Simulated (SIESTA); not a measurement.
Ni:

```
Ni
1.0
     0.00000    1.73757    1.73757
     1.73757    0.00000    1.73757
     1.73757    1.73757    0.00000
Ni
1
Direct
  0.00000 0.00000 0.00000
```

Program: SIESTA 5.4.2. Alike in all runs: task single point; level PBE; spin collinear, ferromagnetic start; cell as given; k mesh 9 × 9 × 9; smearing fermi-dirac 0.05 eV; grid cutoff 800 Ry; energy shift 0.003 Ry. Hardware: 1 thread of Intel(R) Xeon(R) 6975P-C (Granite Rapids), on a shared host.

Q: Order these runs on this cell by their wall time, lowest first.
A. potentials or basis PseudoDojo 0.4 standard (PBE files), SZ (energy shift 0.003 Ry)
B. potentials or basis PseudoDojo 0.4 standard (PBE files), DZ (energy shift 0.003 Ry; two zetas on semicore shells)
C. potentials or basis PseudoDojo 0.4 standard (PBE files), DZDP (energy shift 0.003 Ry; two zetas on semicore shells)

A: A (5.4 s), B (13 s), C (42 s).

Caveats: the basis has no polarisation orbitals (some runs).
